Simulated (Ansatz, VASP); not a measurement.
# W: VASP beside Ansatz

File INCAR:

```
PREC = Accurate
ENCUT = 520
EDIFF = 1E-6
ISMEAR = -1
SIGMA = 0.05
LREAL = F
LASPH = T
NELM = 80
ALGO = Normal
ISIF = 2
LWAVE = F
LCHARG = F
GGA = PS
NBANDS = 13
```

The input KPOINTS:

```
Automatic mesh
0
Gamma
  11 11 11
```

The input POSCAR:

```
W
1.0
    0.0000000000      2.0698140295      2.0698140295
    2.0698140295      0.0000000000      2.0698140295
    2.0698140295      2.0698140295      0.0000000000
W
1
Direct
    0.0000000000      0.0000000000      0.0000000000
```

Contents of input.yaml:

```yaml
crystal:
  lattice:
    - [0.0, 2.0698140295, 2.0698140295]
    - [2.0698140295, 0.0, 2.0698140295]
    - [2.0698140295, 2.0698140295, 0.0]
  atoms:
    - { symbol: W, position: [0.0, 0.0, 0.0] }
hamiltonian:
  xc: pbesol
  pseudopotentials: { kind: paw }
kpoints:
  mp_grid: { grid: [11, 11, 11] }
scf:
  occupations: { method: fermi_dirac, width: 0.05 }
output:
  forces: true
  stress: true
  eigenvalues: true
  write_density: true
  write_potential: true
  elf: true
  volumetric_format: npy
```

This isn't the form of W at room conditions, which is bcc.

Alike in both runs: task single point; functional PBEsol; k mesh 11 × 11 × 11; occupations fermi-dirac, width 0.05 eV; no spin polarisation.

|  | VASP | Ansatz |
| --- | --- | --- |
| version | VASP 6.6.1 | Ansatz 0.2.0 |
| potentials or method | VASP PAW PBE potentials, release 64 (W_sv) | Ansatz PAW |
| plane-wave cutoff (eV) | 520 | 420 |
| valence electrons in the cell | 14 | 14 |

|  | VASP | Ansatz | Ansatz less VASP |
| --- | --- | --- | --- |
| gap on the k mesh at the Fermi level (eV) | none | none | - |
| pressure (GPa) | -25.5 | -25.7 | -0.26 |

A gap of «none» marks a metal or a gap that the smearing closes.

Caveats: so large a pressure means that the cell lies far from this level's equilibrium, or that cutoff or potentials fall short (VASP); the potentials were made for another functional, which shifts forces and pressure (VASP); the PAW data sets come from PBE, with cores solved anew for the run's functional, which leaves a small shift of forces and pressure (Ansatz). The runs have no spin-orbit coupling, so splittings on W are missing.
